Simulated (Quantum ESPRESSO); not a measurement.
## WS2 under changes of volume

One of the cells (17.744 Å³/atom); the others are scaled copies at fixed shape and fractional positions:

```
W S
1.0
     1.57900    0.91164    6.16333
    -1.57900    0.91164    6.16333
     0.00000   -1.82327    6.16333
W S
1 2
Direct
  0.00000 0.00000 0.00000
  0.58100 0.58100 0.58100
  0.75030 0.75030 0.75030
```

Measurements of this composition are mostly on another form, of space group No. 194.

* Program: Quantum ESPRESSO 7.5
* Functional: PBEsol
* Potentials or basis: GBRV 1.5 PBEsol
* Cutoff: 762 eV
* Density cutoff: 6095 eV
* k mesh: 10 × 10 × 10
* Occupations: fermi-dirac, width 0.05 eV
* Spin: no spin polarisation

```tsv
volume (Å³/atom)	energy over the lowest point (meV/atom)	pressure (GPa)	gap on the mesh (eV)	largest force (eV/Å)
16.679	?	?	?	?
17.034	14.22	7.1	0.97	1.067
17.389	2.95	3.1	1.00	0.650
17.744	0.00	-0.4	1.02	0.603
18.099	4.51	-3.6	1.04	0.670
18.454	15.71	-6.5	1.06	0.975
18.809	32.92	-9.0	1.07	1.257
```

Problem. What does the run at 16.679 Å³/atom give?

Solution. Energy over the lowest point 34.74 meV/atom; pressure 11.5 GPa; gap on the mesh 0.94 eV; largest force 1.518 eV/Å.

Worked out: A Birch-Murnaghan fit of order 3 (a polynomial in V^(-2/3)) to the other rows has its minimum at 17.70 Å³/atom with B0 = V·E''(V) = 170 GPa and B' = 4.4 at fixed shape and positions, which overstates the stiffness. It gives 34.77 meV/atom at 16.679 Å³/atom, against the run's 34.74, and -dE/dV = 11.5 GPa, against 11.5. A straight line through the other rows of the gap, of slope 1.01 eV per unit of ln V, extrapolates to 0.95 eV, against the run's 0.94.

Energies are extrapolated to zero smearing.

Caveats: spin-orbit coupling is left out, which moves the levels of the heavy elements; forces of over 1 eV/Å show positions far from the minimum, so gaps and moduli don't describe the material at rest (some runs).

A mesh can miss the band edges.
